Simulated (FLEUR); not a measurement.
# CdTe under changes of volume

One of the cells (32.922 Å³/atom); the others are scaled copies at fixed shape and fractional positions:

```
Te Cd
1.0
     0.00000    3.20500    3.20500
     3.20500    0.00000    3.20500
     3.20500    3.20500    0.00000
Te Cd
1 1
Direct
  0.75000 0.75000 0.75000
  0.00000 0.00000 0.00000
```

```yaml
Program: FLEUR MaX-R8.1 (later development tree)
Functional: LDA
Potentials_or_basis: all-electron
Basis: FLAPW
Kmax: 4.39 1/bohr
k_mesh: 7 × 7 × 7
Occupations: fermi-dirac, width 0.05 eV
Spin: no spin polarisation
```

```csv
volume (Å³/atom),energy over the lowest point (meV/atom),gap on the mesh (eV)
30.947,18.88,0.80
31.605,7.93,0.73
32.922,0.00,0.61
34.239,?,?
34.897,15.78,0.43
```

What does the run at 34.239 Å³/atom give?

Energy over the lowest point 7.42 meV/atom; gap on the mesh 0.49 eV.

Worked out: A Birch-Murnaghan fit of order 2 (a polynomial in V^(-2/3)) to the other rows has its minimum at 32.91 Å³/atom with B0 = V·E''(V) = 47 GPa. It gives 7.27 meV/atom at 34.239 Å³/atom, against the run's 7.42. A straight line through the other rows of the gap, of slope -3.06 eV per unit of ln V (its deformation potential), gives 0.49 eV, against the run's 0.49.

Energies are extrapolated to zero smearing.

Caveats: spin-orbit coupling is left out, which moves the levels of the heavy elements.
